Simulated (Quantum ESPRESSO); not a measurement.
# GaCuSe2 (P4/mmm) in Quantum ESPRESSO: reference runs

Aim: a first look at GaCuSe2 with PBE, on the cell as given.

Program: Quantum ESPRESSO 7.5. These are calculated values, not measurements. Logs are shortened: lines on timing, memory, paths and dates and some standing lists are left out, and cuts for length are marked.

**1. The crystal as given**

The structure is tetragonal, space group P4/mmm (No. 123). Conventional cell: a = 3.774 Å, b = 3.774 Å, c = 5.266 Å, α = 90.00°, β = 90.00°, γ = 90.00°. Se (site symmetry 4/mmm) is surrounded by 2 Ga at 2.63 Å and 4 Cu at 2.67 Å. Around Se (site symmetry 4/mmm) lie 2 Cu at 2.63 Å and 4 Ga at 2.67 Å. Ga (site symmetry 4/mmm) has 6 Se at 2.63 to 2.67 Å as nearest neighbours. Cu (site symmetry 4/mmm) has 6 Se at 2.63 to 2.67 Å as nearest neighbours.

Measurements of this composition are mostly on another form, of space group No. 122.

**2. Single point, PBE**

The input, pw.in:

```
&CONTROL
  calculation = 'scf'
  prefix = 'pwscf'
  outdir = './tmp'
  pseudo_dir = './pseudo'
  tprnfor = .true.
  tstress = .true.
  disk_io = 'nowf'
/
&SYSTEM
  ibrav = 0
  nat = 4
  ntyp = 3
  ecutwfc = 70
  ecutrho = 560
  nbnd = 26
  occupations = 'smearing'
  smearing = 'fd'
  degauss = 0.00367493
/
&ELECTRONS
  conv_thr = 8d-10
  electron_maxstep = 120
  mixing_beta = 0.5
/
ATOMIC_SPECIES
Se    78.9710 Se_pbe_v1.uspp.F.UPF
Ga    69.7230 Ga.pbe-dn-kjpaw_psl.1.0.0.UPF
Cu    63.5460 Cu.paw.z_11.ld1.psl.v1.0.0-low.upf
CELL_PARAMETERS angstrom
   3.7744160000    0.0000000000    0.0000000000
   0.0000000000    3.7744160000    0.0000000000
   0.0000000000    0.0000000000    5.2658910000
ATOMIC_POSITIONS crystal
Se     0.5000000000    0.5000000000    0.0000000000
Se     0.0000000000    0.0000000000    0.5000000000
Ga     0.5000000000    0.5000000000    0.5000000000
Cu     0.0000000000    0.0000000000    0.0000000000
K_POINTS automatic
7 7 5 0 0 0
```

Potentials or basis: SSSP 1.3 efficiency PBE.

Started as:

```bash
$ OMP_NUM_THREADS=1 pw.x -in pw.in > pw.out
```

pw.out:

```text
This program is part of the open-source Quantum ESPRESSO suite
     for quantum simulation of materials; please cite
         "P. Giannozzi et al., J. Phys.:Condens. Matter 21 395502 (2009);
         "P. Giannozzi et al., J. Phys.:Condens. Matter 29 465901 (2017);
         "P. Giannozzi et al., J. Chem. Phys. 152 154105 (2020);
     in publications or presentations arising from this work. More details at

     file Ga.pbe-dn-kjpaw_psl.1.0.0.UPF: wavefunction(s)  4S renormalized
     file Cu.paw.z_11.ld1.psl.v1.0.0-low.upf: wavefunction(s)  4S 3D renormalized
     Message from routine setup:
     using ibrav=0 with symmetry is DISCOURAGED, use correct ibrav instead

     G-vector sticks info
     --------------------
     sticks:   dense  smooth     PW     G-vecs:    dense   smooth      PW
     Sum        2249    1125    325               113171    40025    6161

     Using Slab Decomposition

     bravais-lattice index     =            0
     lattice parameter (alat)  =       7.1326  a.u.
     unit-cell volume          =     506.2534 (a.u.)^3
     number of atoms/cell      =            4
     number of atomic types    =            3
     number of electrons       =        36.00
     number of Kohn-Sham states=           26
     kinetic-energy cutoff     =      70.0000  Ry
     charge density cutoff     =     560.0000  Ry
     scf convergence threshold =      8.0E-10
     mixing beta               =       0.5000
     number of iterations used =            8  plain     mixing
     Exchange-correlation= SLA  PW   PBX  PBC
                           (   1   4   3   4   0   0   0)

     celldm(1)=   7.132613  celldm(2)=   0.000000  celldm(3)=   0.000000
     celldm(4)=   0.000000  celldm(5)=   0.000000  celldm(6)=   0.000000

     crystal axes: (cart. coord. in units of alat)
               a(1) = (   1.000000   0.000000   0.000000 )
               a(2) = (   0.000000   1.000000   0.000000 )
               a(3) = (   0.000000   0.000000   1.395154 )

     reciprocal axes: (cart. coord. in units 2 pi/alat)
               b(1) = (  1.000000  0.000000  0.000000 )
               b(2) = (  0.000000  1.000000  0.000000 )
               b(3) = (  0.000000  0.000000  0.716767 )

     PseudoPot. # 1 for Se read from file:
     Se_pbe_v1.uspp.F.UPF
     Pseudo is Ultrasoft + core correction, Zval =  6.0
     Generated by new atomic code, or converted to UPF format
     Using radial grid of  877 points,  6 beta functions with:
                l(1) =   0
                l(2) =   0
                l(3) =   1
                l(4) =   1
                l(5) =   2
                l(6) =   2
     Q(r) pseudized with  8 coefficients,  rinner =    1.300   1.300   1.300
                                                       1.300   1.300

     PseudoPot. # 2 for Ga read from file:
     Ga.pbe-dn-kjpaw_psl.1.0.0.UPF
     Pseudo is Projector augmented-wave + core cor, Zval = 13.0
     Generated using "atomic" code by A. Dal Corso  v.5.1
     Shape of augmentation charge: PSQ
     Using radial grid of 1205 points,  6 beta functions with:
                l(1) =   0
                l(2) =   0
                l(3) =   1
                l(4) =   1
                l(5) =   2
                l(6) =   2
     Q(r) pseudized with 0 coefficients

     PseudoPot. # 3 for Cu read from file:
     Cu.paw.z_11.ld1.psl.v1.0.0-low.upf
     Pseudo is Projector augmented-wave + core cor, Zval = 11.0
     Generated using &quot;atomic&quot; code by A. Dal Corso  v.6.3MaX
     Shape of augmentation charge: PSQ
     Using radial grid of 1199 points,  6 beta functions with:
                l(1) =   0
                l(2) =   0
                l(3) =   1
                l(4) =   1
                l(5) =   2
                l(6) =   2
     Q(r) pseudized with 0 coefficients

     atomic species   valence    mass     pseudopotential
     Se                6.00    78.97100     Se( 1.00)
     Ga               13.00    69.72300     Ga( 1.00)
     Cu               11.00    63.54600     Cu( 1.00)

     16 Sym. Ops., with inversion, found

   Cartesian axes

     site n.     atom                  positions (alat units)
         1        Se     tau(   1) = (   0.5000000   0.5000000   0.0000000  )
         2        Se     tau(   2) = (   0.0000000   0.0000000   0.6975769  )
         3        Ga     tau(   3) = (   0.5000000   0.5000000   0.6975769  )
         4        Cu     tau(   4) = (   0.0000000   0.0000000   0.0000000  )

     number of k points=    30  Fermi-Dirac smearing, width (Ry)=  0.0037
                       cart. coord. in units 2pi/alat
        k(    1) = (   0.0000000   0.0000000   0.0000000), wk =   0.0081633
        k(    2) = (   0.0000000   0.0000000   0.1433534), wk =   0.0163265
        k(    3) = (   0.0000000   0.0000000   0.2867067), wk =   0.0163265
        k(    4) = (   0.0000000   0.1428571   0.0000000), wk =   0.0326531
        k(    5) = (   0.0000000   0.1428571   0.1433534), wk =   0.0653061
        k(    6) = (   0.0000000   0.1428571   0.2867067), wk =   0.0653061
[... 22 lines left out ...]
        k(   29) = (   0.4285714   0.4285714   0.1433534), wk =   0.0653061
        k(   30) = (   0.4285714   0.4285714   0.2867067), wk =   0.0653061

     Dense  grid:   113171 G-vectors     FFT dimensions: (  54,  54,  75)

     Smooth grid:    40025 G-vectors     FFT dimensions: (  40,  40,  54)

     Initial potential from superposition of free atoms

     starting charge      35.9967, renormalised to      36.0000
     Starting wfcs are   26 randomized atomic wfcs

     Self-consistent Calculation

     iteration #  1     ecut=    70.00 Ry     beta= 0.50
     Davidson diagonalization with overlap
     ethr =  1.00E-02,  avg # of iterations =  5.1

     Threshold (ethr) on eigenvalues was too large:
     Diagonalizing with lowered threshold

     Davidson diagonalization with overlap
     ethr =  1.46E-04,  avg # of iterations =  7.7

     total energy              =    -578.27760027 Ry
     estimated scf accuracy    <       0.05172358 Ry

     iteration #  2     ecut=    70.00 Ry     beta= 0.50
     Davidson diagonalization with overlap
     ethr =  1.44E-04,  avg # of iterations =  3.1

     total energy              =    -578.28854353 Ry
     estimated scf accuracy    <       0.01902829 Ry

     iteration #  3     ecut=    70.00 Ry     beta= 0.50
     Davidson diagonalization with overlap
     ethr =  5.29E-05,  avg # of iterations =  3.2

     total energy              =    -578.29225566 Ry
     estimated scf accuracy    <       0.02209356 Ry

     iteration #  4     ecut=    70.00 Ry     beta= 0.50
     Davidson diagonalization with overlap
     ethr =  5.29E-05,  avg # of iterations =  2.0

     total energy              =    -578.29564530 Ry
     estimated scf accuracy    <       0.00195129 Ry

     iteration #  5     ecut=    70.00 Ry     beta= 0.50
     Davidson diagonalization with overlap
     ethr =  5.42E-06,  avg # of iterations =  8.0

     total energy              =    -578.29707969 Ry
     estimated scf accuracy    <       0.00125538 Ry

     iteration #  6     ecut=    70.00 Ry     beta= 0.50
     Davidson diagonalization with overlap
     ethr =  3.49E-06,  avg # of iterations =  1.9

     total energy              =    -578.29712785 Ry
     estimated scf accuracy    <       0.00014701 Ry

     iteration #  7     ecut=    70.00 Ry     beta= 0.50
     Davidson diagonalization with overlap
     ethr =  4.08E-07,  avg # of iterations =  6.2
[... 11 lines left out ...]
     iteration #  9     ecut=    70.00 Ry     beta= 0.50
     Davidson diagonalization with overlap
     ethr =  2.92E-09,  avg # of iterations =  2.5

     total energy              =    -578.29721628 Ry
     estimated scf accuracy    <       0.00000026 Ry

     iteration # 10     ecut=    70.00 Ry     beta= 0.50
     Davidson diagonalization with overlap
     ethr =  7.34E-10,  avg # of iterations =  4.5

     total energy              =    -578.29721636 Ry
     estimated scf accuracy    <       0.00000001 Ry

     iteration # 11     ecut=    70.00 Ry     beta= 0.50
     Davidson diagonalization with overlap
     ethr =  2.82E-11,  avg # of iterations =  8.4

     total energy              =    -578.29721639 Ry
     estimated scf accuracy    <          8.9E-09 Ry

     iteration # 12     ecut=    70.00 Ry     beta= 0.50
     Davidson diagonalization with overlap
     ethr =  2.46E-11,  avg # of iterations =  1.1

     total energy              =    -578.29721639 Ry
     estimated scf accuracy    <          8.8E-10 Ry

     iteration # 13     ecut=    70.00 Ry     beta= 0.50
     Davidson diagonalization with overlap
     ethr =  2.45E-12,  avg # of iterations =  6.4

     End of self-consistent calculation

          k = 0.0000 0.0000 0.0000 (  5007 PWs)   bands (ev):

    -6.5984  -6.4119  -6.4060  -6.3629  -6.3629  -6.0100  -3.7805   2.8477
     5.3679   5.3679   5.4818   6.1761   6.3845   6.4347   6.4347   6.5799
     7.5232   7.7546   7.7546   9.9676  12.8973  16.6334  16.6334  16.7063
    16.7063  17.1456

          k = 0.0000 0.0000 0.1434 (  5019 PWs)   bands (ev):

    -6.5884  -6.4119  -6.4060  -6.3635  -6.3635  -5.8604  -4.0569   2.9238
     5.4065   5.4083   5.4083   6.1798   6.3848   6.5073   6.5073   6.5255
     7.5814   7.5814   7.6637  11.0683  13.0117  15.2181  16.0958  16.0958
    16.2777  17.7034

          k = 0.0000 0.0000 0.2867 (  5038 PWs)   bands (ev):

    -6.5753  -6.4118  -6.4060  -6.3644  -6.3644  -5.4520  -4.6555   3.2958
     4.3819   5.4709   5.4709   6.1858   6.3852   6.7571   6.7571   7.1730
     7.1730   7.2468   8.6560  11.6422  13.2618  13.9441  15.3540  16.0241
    16.0241  16.7265

          k = 0.0000 0.1429 0.0000 (  5015 PWs)   bands (ev):

    -6.5790  -6.4132  -6.4072  -6.3661  -6.3626  -5.8724  -3.7884   3.0062
     3.7722   5.4239   5.7532   6.2989   6.3616   6.3905   6.4401   6.9408
     7.3642   7.4427   8.1078  11.0635  13.5240  15.1610  15.4333  15.8934
    16.8771  17.7011

          k = 0.0000 0.1429 0.1434 (  5025 PWs)   bands (ev):

    -6.5651  -6.4132  -6.4071  -6.3669  -6.3632  -5.7319  -4.0349   2.6778
     4.3595   5.4718   5.4796   6.1455   6.2331   6.4291   6.4504   6.6387
     7.6807   7.9612   8.2830  11.5372  13.6012  14.9112  15.0233  15.2043
    16.7919  17.4668

          k = 0.0000 0.1429 0.2867 (  5018 PWs)   bands (ev):

    -6.5459  -6.4132  -6.4069  -6.3681  -6.3641  -5.3490  -4.5810   2.6229
     4.1015   5.5740   5.5898   5.9947   6.0651   6.4487   6.7157   6.9206
     7.6440   8.1325   9.2016  11.9946  13.3993  13.7721  14.7646  15.3193
    15.6195  16.7123

          k = 0.0000 0.2857 0.0000 (  5025 PWs)   bands (ev):

    -6.5442  -6.4292  -6.3965  -6.3732  -6.3620  -5.4728  -3.8860   2.4610
     3.4532   4.5793   5.3791   6.0493   6.4521   6.4817   6.5223   6.8177
     7.0410   8.6930   8.7300  12.5755  13.2665  13.3876  15.3597  15.3891
    16.9932  17.5483
[... 129 lines left out ...]
    -6.5947  -6.4782  -6.3768  -6.3704  -6.3672  -4.3519  -4.0062   1.8612
     3.4847   4.1318   5.0112   5.4433   5.7077   6.2744   6.4867   6.6787
     7.1307   7.3884   8.2044  11.0264  14.2362  14.4820  15.1807  16.1273
    16.9138  17.6120

          k = 0.2857 0.4286 0.2867 (  5007 PWs)   bands (ev):

    -6.5923  -6.4344  -6.3784  -6.3717  -6.3667  -4.2348  -4.0885   1.2831
     3.3670   4.0622   4.9577   5.1361   5.6122   6.4879   6.6555   6.6853
     7.1910   8.1556   9.3884  12.1898  12.7375  14.4298  15.3849  15.6666
    16.6393  16.9310

          k = 0.4286 0.4286 0.0000 (  4994 PWs)   bands (ev):

    -6.6606  -6.4974  -6.3744  -6.3741  -6.3560  -4.0470  -3.8898   2.7465
     2.8483   4.5528   4.8928   5.8364   5.8573   5.8691   6.2665   6.3732
     6.5378   6.7308   7.0410   9.5142  13.3056  13.5241  17.2086  17.9943
    18.1071  19.8445

          k = 0.4286 0.4286 0.1434 (  4987 PWs)   bands (ev):

    -6.6588  -6.4711  -6.3753  -6.3749  -6.3560  -4.0321  -3.8884   2.4918
     2.9743   3.7807   4.9412   5.3910   5.4994   6.2697   6.4587   6.7086
     6.7249   6.9495   7.4051  10.2848  13.8925  14.1084  15.9927  17.4614
    17.9605  18.5767

          k = 0.4286 0.4286 0.2867 (  4996 PWs)   bands (ev):

    -6.6561  -6.4273  -6.3767  -6.3762  -6.3560  -4.0143  -3.8798   1.9950
     3.2505   3.8415   4.2067   4.8053   5.0273   6.5626   6.5862   6.7094
     6.7861   7.2469   9.2706  12.1931  13.1129  15.3658  15.3980  16.0693
    17.0914  17.0939

     the Fermi energy is     8.7871 ev

!    total energy              =    -578.29721639 Ry
     estimated scf accuracy    <          4.0E-10 Ry
     smearing contrib. (-TS)   =      -0.00089232 Ry
     internal energy E=F+TS    =    -578.29632407 Ry

     The total energy is F=E-TS. E is the sum of the following terms:
     one-electron contribution =    -149.95176043 Ry
     hartree contribution      =     111.09165046 Ry
     xc contribution           =    -142.25420915 Ry
     ewald contribution        =    -196.07099507 Ry
     one-center paw contrib.   =    -201.11100987 Ry

     convergence has been achieved in  13 iterations

     Forces acting on atoms (cartesian axes, Ry/au):

     atom    1 type  1   force =     0.00000000    0.00000000    0.00000000
     atom    2 type  1   force =     0.00000000    0.00000000    0.00000000
     atom    3 type  2   force =     0.00000000    0.00000000    0.00000000
     atom    4 type  3   force =     0.00000000    0.00000000    0.00000000

     Total force =     0.000000     Total SCF correction =     0.000000

     Computing stress (Cartesian axis) and pressure

          total   stress  (Ry/bohr**3)                   (kbar)     P=        0.35
   0.00002001   0.00000000   0.00000000            2.94        0.00        0.00
   0.00000000   0.00002001   0.00000000            0.00        2.94        0.00
   0.00000000   0.00000000  -0.00003284            0.00        0.00       -4.83

=------------------------------------------------------------------------------=
   JOB DONE.
=------------------------------------------------------------------------------=
```

Run time: 2.2 min. Hardware: 1 thread of Arm Neoverse V2, shared host; peak memory 0.5 GiB.

What came out:

```yaml
Free_energy: -7868.1345 eV
Pressure: 0.0 GPa
Band_gap_on_the_k_mesh: none (metal or under the smearing width)
```

Caveat: the run has no spin polarisation, though such a crystal can be magnetic. With open d or f shells a metallic result of PBE can be an artefact of self-interaction; +U or a hybrid may open a gap.
